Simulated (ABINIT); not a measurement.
Here is an ABINIT 10.8.3 (patched build) calculation.

Contents of run.abi:

```
# Pseudopotentials
pp_dirpath "./"
pseudos "Sn.upf"

# Structure
acell 3*1.0
rprim
    -3.5067059234     3.5067059234     3.5067059234
     3.5067059234    -3.5067059234     3.5067059234
     3.5067059234     3.5067059234    -3.5067059234
ntypat 1
znucl 50
natom 1
typat 1
xcart
     0.0000000000     0.0000000000     0.0000000000
chkprim 0
chksymtnons 0
tolsym 1.0e-6

# Plane-wave basis
ecut 36.0

# k points
kptopt 1
ngkpt 8 8 8
nshiftk 1
shiftk 0.0 0.0 0.0

# Exchange and correlation
ixc 7

# Bands and occupations
nband 11
occopt 3
tsmear 0.05 eV

# SCF cycle
nstep 100
tolvrs 1.0e-10

# Output
iomode 3
prtwf 0
prtden 0
prteig 0
prtebands 0
enunit 2
```

Potentials or basis: PseudoDojo NC SR LDA v0.4.1 standard.

Launch:

```sh
$ abinit run.abi > log 2>&1
```

What does it give for the pressure?

0.0 GPa.

Estimate the band gap on the k mesh.

none (metal or under the smearing width).
